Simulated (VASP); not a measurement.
**Hf under changes of volume**

One of the cells (22.828 Å³/atom); the others are scaled copies at fixed shape and fractional positions:

```xyz
2
Lattice="3.2179 0.0000 0.0000 -1.6089 2.7868 0.0000 0.0000 0.0000 5.0913" Properties=species:S:1:pos:R:3 pbc="T T T"
Hf    1.6089    0.9289    3.8185
Hf    0.0000    1.8578    1.2728
```

| Quantity | Value |
| --- | --- |
| Program | VASP 6.6.1 |
| Functional | PBEsol |
| Potentials or basis | VASP PAW PBE potentials, release 64 (Hf_pv) |
| Cutoff | 520 eV |
| k mesh | 10 × 10 × 5 |
| Occupations | fermi-dirac, width 0.05 eV |
| Spin | no spin polarisation |

```csv
volume (Å³/atom),energy over the lowest point (meV/atom),pressure (GPa)
21.037,?,?
21.485,0.00,0.1
21.933,3.18,-2.2
22.828,27.32,-6.2
23.276,47.28,-7.9
23.723,71.88,-9.5
```

Problem. What does the run at 21.037 Å³/atom give?

Solution. Energy over the lowest point 3.52 meV/atom; pressure 2.6 GPa.

Worked out: A Birch-Murnaghan fit of order 3 (a polynomial in V^(-2/3)) to the other rows has its minimum at 21.49 Å³/atom with B0 = V·E''(V) = 114 GPa and B' = 3.3 at fixed shape and positions, which overstates the stiffness. It gives 3.49 meV/atom at 21.037 Å³/atom, against the run's 3.52, and -dE/dV = 2.5 GPa, against 2.6.

Energies are extrapolated to zero smearing.

Caveats: the PAW data sets were made with another functional, which shifts forces and pressure a little.
